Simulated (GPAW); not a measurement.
**A GW chain in GPAW: BaS (Fm-3m)**

Wanted: ground state, empty states, screening and self-energy for BaS (Fm-3m).

Calculated with GPAW 26.7.0; PBE and many-body steps on it, plane waves.

This is a report of a sequence of runs, with most program output left out.

**1. Starting point**

The structure is cubic, space group Fm-3m (No. 225). The conventional cell has a = 6.388 Å, b = 6.388 Å, c = 6.388 Å, α = 90.00°, β = 90.00°, γ = 90.00°. Nearest to Ba lie 6 S at 3.19 Å. Nearest to S lie 6 Ba at 3.19 Å. Farther neighbours and most contacts between anions are not listed.

The cell and positions come from the Crystallography Open Database and are kept as given unless a step says otherwise. Spin-orbit coupling is left out unless a step names it.

**2. Ground state**

This step: GPAW 26.7.0; DFT, PBE, plane waves, PAW.

The ground-state density comes first.

Contents of run.py:

```python
import json
import numpy as np
from gpaw.mpi import world
from ase import Atoms
from gpaw import GPAW, PW, FermiDirac

atoms = Atoms(['Ba', 'S'],
    cell=[[0.0000000000, 3.1937500000, 3.1937500000],
      [3.1937500000, 0.0000000000, 3.1937500000],
      [3.1937500000, 3.1937500000, 0.0000000000]],
    scaled_positions=[[0.0000000000, 0.0000000000, 0.0000000000],
      [0.5000000000, 0.5000000000, 0.5000000000]],
    pbc=(True, True, True))
calc = GPAW(mode=PW(450),
    xc='PBE',
    kpts={'size': (6, 6, 6), 'gamma': True},
    occupations=FermiDirac(0.001),
    nbands=-7,
    convergence={'density': 1e-6, 'bands': -3},
    maxiter=100,
    txt='gs.txt')
atoms.calc = calc
res = {'energy': atoms.get_potential_energy()}
kpts = calc.get_ibz_k_points()
res['kpts'] = kpts
res['eigenvalues'] = [calc.get_eigenvalues(kpt=k) for k in range(len(kpts))]
res['n_electrons'] = calc.get_number_of_electrons()
calc.write('gs.gpw')

if world.rank == 0:
    with open('result.json', 'w') as f:
        json.dump(res, f, default=lambda x: x.tolist())
```

On the command line:

```bash
> mpirun -n 4 gpaw python run.py
```

The job ended after 4.6 s (4 MPI ranks of Arm Neoverse V2, shared host; peak memory 0.63 GiB; 18 s of CPU time).

Numbers from this step:

```yaml
total_energy: -10.16 eV
gap: 2.132 eV
k_of_the_valence_top: 0, 0, 0
k_of_the_conduction_bottom: 0.5, 0.5, 0
least_direct_gap: 2.262 eV
```

The gap is indirect, with the least direct gap 0.13 eV higher.

**3. Bands along the symmetry lines**

The cheap functional maps the bands first; the places of the edges decide which points the dearer methods must see.

Contents of run.py:

```python
import json
import numpy as np
from gpaw.mpi import world
from gpaw import GPAW

path = [[0.000000, 0.000000, 0.000000],
    [0.062500, 0.000000, 0.062500],
    [0.125000, 0.000000, 0.125000],
    [0.187500, 0.000000, 0.187500],
    [0.250000, 0.000000, 0.250000],
    [0.312500, 0.000000, 0.312500],
    [0.375000, 0.000000, 0.375000],
    [0.437500, 0.000000, 0.437500],
    [0.500000, 0.000000, 0.500000],
    [0.515625, 0.031250, 0.515625],
    [0.531250, 0.062500, 0.531250],
    [0.546875, 0.093750, 0.546875],
    [0.562500, 0.125000, 0.562500],
    [0.578125, 0.156250, 0.578125],
    [0.593750, 0.187500, 0.593750],
    [0.609375, 0.218750, 0.609375],
    [0.625000, 0.250000, 0.625000],
    [0.375000, 0.375000, 0.750000],
    [0.328125, 0.328125, 0.656250],
    [0.281250, 0.281250, 0.562500],
    [0.234375, 0.234375, 0.468750],
    [0.187500, 0.187500, 0.375000],
    [0.140625, 0.140625, 0.281250],
    [0.093750, 0.093750, 0.187500],
    [0.046875, 0.046875, 0.093750],
    [0.000000, 0.000000, 0.000000],
    [0.062500, 0.062500, 0.062500],
    [0.125000, 0.125000, 0.125000],
    [0.187500, 0.187500, 0.187500],
    [0.250000, 0.250000, 0.250000],
    [0.312500, 0.312500, 0.312500],
    [0.375000, 0.375000, 0.375000],
    [0.437500, 0.437500, 0.437500],
    [0.500000, 0.500000, 0.500000],
    [0.500000, 0.468750, 0.531250],
    [0.500000, 0.437500, 0.562500],
    [0.500000, 0.406250, 0.593750],
    [0.500000, 0.375000, 0.625000],
    [0.500000, 0.343750, 0.656250],
    [0.500000, 0.312500, 0.687500],
    [0.500000, 0.281250, 0.718750],
    [0.500000, 0.250000, 0.750000],
    [0.500000, 0.218750, 0.718750],
    [0.500000, 0.187500, 0.687500],
    [0.500000, 0.156250, 0.656250],
    [0.500000, 0.125000, 0.625000],
    [0.500000, 0.093750, 0.593750],
    [0.500000, 0.062500, 0.562500],
    [0.500000, 0.031250, 0.531250],
    [0.500000, 0.000000, 0.500000]]
calc = GPAW('gs.gpw').fixed_density(kpts=path,
    symmetry='off',
    nbands=18,
    convergence={'bands': 14},
    txt='bands.txt')
res = {}
kpts = calc.get_ibz_k_points()
res['kpts'] = kpts
res['eigenvalues'] = [calc.get_eigenvalues(kpt=k) for k in range(len(kpts))]
res['n_electrons'] = calc.get_number_of_electrons()

if world.rank == 0:
    with open('result.json', 'w') as f:
        json.dump(res, f, default=lambda x: x.tolist())
```

On the command line:

```bash
> mpirun -n 4 gpaw python run.py
```

The job ended after 7.1 s (4 MPI ranks; peak memory 0.68 GiB).

This step gave:

```yaml
gap: 2.132 eV
k_of_the_valence_top: 0, 0, 0
k_of_the_conduction_bottom: 0.5, 0, 0.5
least_direct_gap: 2.262 eV
```

The gap is 2.132 eV, as in the run before at this level.

The electronic bands at the labelled points (eV, zero at the top of the highest filled band; v1 is the highest filled band, c1 the lowest empty one):

```tsv
point	v4	v3	v2	v1	c1	c2	c3	c4
Γ	-10.34	0.00	0.00	0.00	3.62	3.89	3.89	3.89
halfway	-9.74	-1.27	-0.16	-0.16	2.82	4.73	5.31	5.75
X	-10.25	-0.51	-0.13	-0.13	2.13	5.95	6.05	7.52
halfway	-10.08	-0.51	-0.40	-0.28	2.47	6.32	6.35	6.88
U	-9.75	-0.93	-0.60	-0.52	3.31	5.97	6.61	6.77
jump to K	-9.75	-0.93	-0.60	-0.52	3.31	5.97	6.61	6.77
halfway	-9.48	-1.39	-0.87	-0.32	4.08	4.73	5.02	5.90
Γ	-10.34	0.00	0.00	0.00	3.62	3.89	3.89	3.89
halfway	-9.57	-1.13	-0.61	-0.61	4.11	4.77	4.77	5.40
L	-9.11	-1.91	-1.07	-1.07	5.56	5.68	6.33	6.33
halfway	-9.41	-1.46	-0.85	-0.77	4.70	4.88	6.67	6.90
W	-9.71	-1.10	-0.48	-0.48	4.30	4.30	6.31	6.89
halfway	-9.96	-0.65	-0.52	-0.30	2.78	6.12	6.17	6.89
X	-10.25	-0.51	-0.13	-0.13	2.13	5.95	6.05	7.52
```

**4. Empty states on the mesh, 4×4×4 mesh, 428 bands**

The sums over transitions need many empty states on a uniform mesh; this step solves for them.

Contents of run.py:

```python
import json
import numpy as np
from gpaw.mpi import world
from gpaw import GPAW

calc = GPAW('gs.gpw').fixed_density(kpts={'size': (4, 4, 4), 'gamma': True},
    parallel={'domain': 1, 'band': 1},
    txt='nscf.txt')
calc.diagonalize_full_hamiltonian(nbands=428)
calc.write('full.gpw', mode='all')
res = {}
kpts = calc.get_ibz_k_points()
res['kpts'] = kpts
res['eigenvalues'] = [calc.get_eigenvalues(kpt=k) for k in range(len(kpts))]
res['n_electrons'] = calc.get_number_of_electrons()

if world.rank == 0:
    with open('result.json', 'w') as f:
        json.dump(res, f, default=lambda x: x.tolist())
```

On the command line:

```bash
> mpirun -n 4 gpaw python run.py
```

Run time: 10 s. Hardware: 4 MPI ranks; peak memory 1.3 GiB; 40 s of CPU time.

This step gave:

```
gap                                                           : 2.132 eV
k of the valence top                                          : 0, 0, 0
k of the conduction bottom                                    : 0.5, 0.5, 0
least direct gap                                              : 2.262 eV
k points computed                                             : 8
lowest point of the top converged band, above the valence top : 189.9967 eV
```

On this mesh the gap is 2.132 eV.

**5. Screening and self-energy, 4×4×4 mesh, 194 bands, screening to 120 eV**

G0W0 replaces the xc potential by the self-energy, built once from these orbitals. Only a window of levels is corrected, while the sums run over the empty bands that the input names.

This step: G0W0 on PBE, plane waves, PAW.

Contents of run.py:

```python
import json
import numpy as np
from gpaw.mpi import world
from gpaw.response.g0w0 import G0W0

gw = G0W0('full.gpw',
    filename='gw',
    kpts=[0, 5],
    bands=(6, 10),
    ecut=120,
    nbands=194,
    integrate_gamma='WS',
    ppa=True)
gw.calculate()
res = {mode: {k: v for k, v in r.items() if k != 'sigma_eskwn'}
       for mode, r in gw.all_results.items()}

if world.rank == 0:
    with open('result.json', 'w') as f:
        json.dump(res, f, default=lambda x: x.tolist())
```

On the command line:

```bash
> mpirun -n 4 gpaw python run.py
```

The job ended after 55 s (4 MPI ranks; peak memory 1.3 GiB; 3.7 min of CPU time).

Numbers from this step:

```yaml
g0w0_gap_on_the_points_computed: 3.399 eV
least_direct_g0w0_gap_on_the_computed_points: 3.550 eV
z_at_the_valence_top: 0.7840
z_at_the_conduction_bottom: 0.8328
starting_gap_on_the_mesh: 2.132 eV
k_of_the_valence_top: 0, 0, 0
k_of_the_conduction_bottom: 0.5, 0.5, 0
```

The gap on the mesh goes from 2.13 eV to 3.40 eV, a correction of +1.27 eV.

Limits: finite bands, cutoff and mesh; no spin-orbit coupling. v1 is the top filled band, c1 the lowest empty one. The levels before and after the correction (eV, zero at the valence-band top of each column):

```tsv
	conduction bottom	valence top
Kohn-Sham	2.13	0.00
G0W0	3.40	0.00
```

```tsv
	level	energy (eV)
Kohn-Sham	Γ v2-v1	0.000
Kohn-Sham	Γ c1	3.621
Kohn-Sham	Γ c2	3.891
Kohn-Sham	(0.5 0.5 0) v2-v1	-0.130
Kohn-Sham	(0.5 0.5 0) c1	2.132
Kohn-Sham	(0.5 0.5 0) c2	5.950
G0W0	Γ v2-v1	0.000
G0W0	Γ c1	4.825
G0W0	Γ c2	5.418
G0W0	(0.5 0.5 0) v2-v1	-0.151
G0W0	(0.5 0.5 0) c1	3.399
G0W0	(0.5 0.5 0) c2	7.828
```

**6. Where the time went**

Times are wall times on 4 MPI ranks of Arm Neoverse V2, shared host, good to a factor of about two.

```tsv
step	time	share	memory (GiB)
ground state	4.6 s	6 %	0.63
bands along the symmetry lines	7.1 s	9 %	0.68
empty states on the mesh	10 s	13 %	1.3
screening and self-energy	55 s	72 %	1.3
```

**7. What came out**

```
PBE gap              : 2.13 eV, indirect
G0W0 gap on the mesh : 3.40 eV
GW settings          : 4×4×4 mesh, 194 bands, screening to 120 eV, Godby-Needs plasmon pole
known limits         : not at the basis limit; no spin-orbit coupling
```

In words: G0W0 moves the gap on the mesh from 2.13 eV to 3.40 eV (+1.27 eV), with Z of 0.78 and 0.83 at the edges. Only 2 of the mesh's irreducible points were corrected, so a valley elsewhere could overtake. The dearest step here is «screening and self-energy». Bands and cutoff are finite, so the gap is not at the basis limit. The miss can reach some tenths of an eV and take either sign; the mesh is an error of its own. These stock PAW sets were not made for GW. In the G0W0 run levels were corrected at 2 k points alone, so a gap called «on the mesh» is the least over those, and an edge elsewhere would be missed. The many-body steps are scalar-relativistic: spin-orbit coupling is not in them.

[Paths, hosts, dates, memory and timing lines, banners, echoed tables and standing remarks are left out of the program output.]

[Logs are printed without paths, hosts, clocks, repeated set-up lines and the standing remarks that a program may print on its own settings, such as how far it seeks lower states.]

[Runs of the session that timed out or met a known fault of the program may be left out.]

[Hosts, paths, dates, database ids (printed as entryN), source tags and the programs' standing remarks are cut or masked in the printed files.]
